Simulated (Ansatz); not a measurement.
**Response of SnO₂ to small distortions**

```xyz
6
Lattice="4.7374 0.0000 0.0000 0.0000 4.7374 0.0000 0.0000 0.0000 3.1864" Properties=species:S:1:pos:R:3 pbc="T T T"
Sn    0.0000    0.0000    0.0000
Sn    2.3687    2.3687    1.5932
O     1.4478    1.4478    0.0000
O     0.9208    3.8165    1.5932
O     3.2895    3.2895    0.0000
O     3.8165    0.9208    1.5932
```

Atom numbers follow the list: Sn1, Sn2, O3, O4, O5, O6.

Conventional cell: a = 4.737 Å, b = 4.737 Å, c = 3.186 Å, α = 90.00°, β = 90.00°, γ = 90.00°. Sn (atom 1) is surrounded by 6 O at 2.05 to 2.06 Å. O (atom 3) is surrounded by 3 Sn at 2.05 to 2.06 Å.

The structure is an experimental refinement, used without relaxation.

Spin–orbit coupling is left out, though it moves levels of the heavy atoms by tenths of an eV or more.

Theory: DFT, LDA, all-electron LAPW, scalar-relativistic (Ansatz 0.2.0).

Numerical set-up: a Γ-centred 4×4×6 k mesh, Fermi–Dirac smearing of 0.03 eV, basis error target 1 meV/atom, no spin polarisation.

The unchanged cell is at -0.91 GPa.

x, y and z are the Cartesian axes of the cell as listed; fractional coordinates follow a strain, and an engineering shear is twice the off-diagonal strain component.

(1) One change gave: energy change +7 meV/atom; stress change (xx, yy, zz, yz, xz, xy) 0.27, 0.27, 0.28, 2.32, 2.32, 4.17 GPa, compression positive; change of the force on O3 (0.035, 0.035, -0.229) eV/Å; gap on the k mesh 1.11 → 1.11 eV. Which change was it?
A. equal xy, yz and zx engineering shear strains of +1 %
B. equal xy, yz and zx engineering shear strains of +3 %
C. equal xy, yz and zx engineering shear strains of -2 %

Results:

(1) C. For equal xy, yz and zx engineering shear strains of +1 %: energy change +2 meV/atom; stress change (xx, yy, zz, yz, xz, xy) 0.07, 0.07, 0.07, -1.12, -1.12, -2.03 GPa, compression positive; change of the force on O3 (-0.027, -0.027, 0.103) eV/Å; gap on the k mesh 1.11 → 1.11 eV. For equal xy, yz and zx engineering shear strains of +3 %: energy change +14 meV/atom; stress change (xx, yy, zz, yz, xz, xy) 0.60, 0.60, 0.58, -3.29, -3.29, -6.02 GPa, compression positive; change of the force on O3 (-0.097, -0.097, 0.297) eV/Å; gap on the k mesh 1.11 → 1.11 eV.
